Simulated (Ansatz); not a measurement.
## Energy, volume and coordination in GaP2

These are results of DFT PBE, scalar-relativistic, plane waves, PAW in Ansatz 0.2.0, not measurements. All cells share a 420 eV cutoff and Γ-centred k meshes spaced at most about 0.3 Å⁻¹ (about 0.25 or finer for metals, 2π included). No spin polarisation.

Temperature and zero-point effects are left out. Rows are sorted by volume; energies count from the lowest form computed. Coordination counts P atoms around Ga (those within 1.25 times the shortest such distance or 1.15 times the sum of covalent radii). The table shows 5 of 9 forms computed.

```csv
row,form,source,atoms,coordination,V (Å³/atom),gap on mesh (eV),ΔE (meV/atom)
1,I4/mcm,invented,6,Ga 8,16.7,0,?
2,"pyrite type, Pa-3",invented,12,Ga 6,18.2,0,11
3,"marcasite type, Pnnm",invented,6,Ga 6,18.4,0,0
4,P4/mbm,invented,6,Ga 4,18.5,0,140
5,I4_122,invented,6,Ga 4,21.0,0,17
```

The cell of row 1:

```
Ga P
1.0
    -2.67831    2.67831    3.48310
     2.67831   -2.67831    3.48310
     2.67831    2.67831   -3.48310
Ga P
2 4
Direct
  0.25000 0.25000 0.00000
  0.75000 0.75000 0.00000
  0.64663 0.14663 0.79326
  0.14663 0.35337 0.50000
  0.35337 0.85337 0.20674
  0.85337 0.64663 0.50000
```

Task: How far above the lowest form does the open row lie?

Result: 239 meV/atom, which puts it above row 4, the highest in the table. Counting P atoms around Ga, row 1 has Ga 8 and the lowest form (row 3) has Ga 6. Row 1 and the lowest form (row 3) both hold P–P pairs.

An observed structure of this formula, if there is one, may be missing.

Cells relaxed within their symmetry can be saddle points. Some candidate types were left out of the draw beforehand, so a known form may be missing.

The densest form is also the least favourable of those listed, but neither density nor coordination orders the energies: P4/mbm and I4_122 both have four-coordinate Ga and lie at 140 and 17 meV/atom. Because I4/mcm keeps its P–P pairs at about single-bond length, its penalty probably comes from the Ga surroundings. Eight P neighbours sit well beyond a normal Ga–P bond, and Ga, with only s and p valence orbitals, gains little from so many long contacts. Marcasite and pyrite share six-coordinate Ga and differ mainly in how the polyhedra and P–P pairs are linked, in keeping with their near-degeneracy; their order could change with the functional.

The absence of a gap in these two and in I4/mcm fits simple electron counting. Ga(III) supplies three electrons where a P–P pair needs four, leaving antibonding P–P states partly empty. Longer phosphorus chains could balance the charge. The energies don't show whether any form would resist separation into GaP and phosphorus.
